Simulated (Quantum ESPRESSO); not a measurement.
BN:

```xyz
4
Lattice="2.5539 0.0000 0.0000 -1.2770 2.2118 0.0000 0.0000 0.0000 4.2269" Properties=species:S:1:pos:R:3 pbc="T T T"
N     0.0000    1.4745    0.5295
N     1.2770    0.7373    2.6430
B     0.0000    1.4745    2.1123
B     1.2770    0.7373    4.2257
```

Measurements of this composition are mostly on another form, of space group No. 194.

* Program: Quantum ESPRESSO 7.5
* Task: phonons
* Functional: PBE
* Potentials or basis: SPMS 1.0 PBE
* Cutoff: 1197 eV
* Density cutoff: 4789 eV
* k mesh: 8 × 8 × 4, shifted
* Occupations: fermi-dirac, width 0.05 eV
* Spin: no spin polarisation
* Mixing beta: 0.5
* Most SCF iterations: 120
* SCF threshold: 8e-10 Ry

The atoms were relaxed first, and the response was taken there.

```
N B
1.0
     2.55394    0.00000    0.00000
    -1.27697    2.21178    0.00000
     0.00000    0.00000    4.22685
N B
2 2
Direct
  0.33333 0.66667 0.12519
  0.66667 0.33333 0.62519
  0.33333 0.66667 0.49981
  0.66667 0.33333 0.99981
```

The first run showed a gap, so the response started from a second, tighter run with fixed occupations.

Task: Where do the zone-centre optical modes lie?

Result: E2 at 474 cm⁻¹ (Raman); E2 at 940 cm⁻¹ (Raman); B1 at 947 cm⁻¹ (silent); A1 at 1004 cm⁻¹ (IR and Raman); E1 at 1040 cm⁻¹ (IR and Raman); B1 at 1112 cm⁻¹ (silent). Polar modes are given without the macroscopic field (transverse values).

Optical modes at Γ, degenerate ones joined, polar ones without the macroscopic field:
| cm⁻¹ | components | symmetry | active in | IR intensity, summed ((D/Å)²/amu) |
| --- | --- | --- | --- | --- |
| 474 | 2 | E2 | Raman | 0.00 |
| 940 | 2 | E2 | Raman | 0.00 |
| 947 | 1 | B1 | silent | 0.00 |
| 1004 | 1 | A1 | IR and Raman | 28.67 |
| 1040 | 2 | E1 | IR and Raman | 51.71 |
| 1112 | 1 | B1 | silent | 0.00 |

Zone-centre frequencies without and with the macroscopic field along z (cm⁻¹):
```csv
,optical modes in rising order
without,474 474 940 940 947 1004 1040 1040 1112
with the field,474 474 940 940 947 1040 1040 1112 1247
```
